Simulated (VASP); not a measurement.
Here is a VASP 6.6.1 calculation.

INCAR

```
PREC = Accurate
ENCUT = 600
EDIFF = 1E-7
ISMEAR = -1
SIGMA = 0.05
LREAL = False
LASPH = True
NELM = 60
ALGO = Fast
ISIF = 3
LWAVE = False
LCHARG = False
GGA = CA
IBRION = 2
NSW = 40
EDIFFG = -0.01
PSTRESS = 200
```

File KPOINTS:

```
regular mesh
0
Gamma
  11 11 11
```

File POSCAR:

```
W
1.0
    0.0000000000      2.0300000000      2.0300000000
    2.0300000000      0.0000000000      2.0300000000
    2.0300000000      2.0300000000      0.0000000000
W
1
Direct
    0.0000000000      0.0000000000      0.0000000000
```

Potentials or basis: VASP PAW LDA potentials, release 64 (W_sv).

The run is started by

```sh
$ cat potpaw_LDA.64/W_sv/POTCAR > POTCAR
$ mpirun -np 1 vasp_std > vasp.out
```

Problem. Predict the band gap on the k mesh.

Solution. None (metal or under the smearing width).

Problem. Estimate the space group after relaxing (to 0.05 Å).

Solution. Fm-3m (No. 225).

Problem. What does it give for the relaxed cell?

Solution. a = 2.765 Å, b = 2.765 Å, c = 2.765 Å, α = 60.00°, β = 60.00°, γ = 60.00°.

Problem. What does it give for the relaxed volume?

Solution. 14.94 Å³/atom.

Step by step:
```csv
step,energy change (eV),largest force (eV/Å),pressure (GPa),volume (Å³)
1,0.0000,0.0000,-16.14,16.73
2,6.4225,0.0000,494.47,9.16
3,-0.0280,0.0000,12.19,15.26
4,-0.0108,0.0000,16.85,15.07
5,0.0034,0.0000,20.05,14.94
```

Caveat: the cell is relaxed towards a set pressure, so the enthalpy falls and the energy may rise. The run has no spin-orbit coupling, so splittings on W are missing.
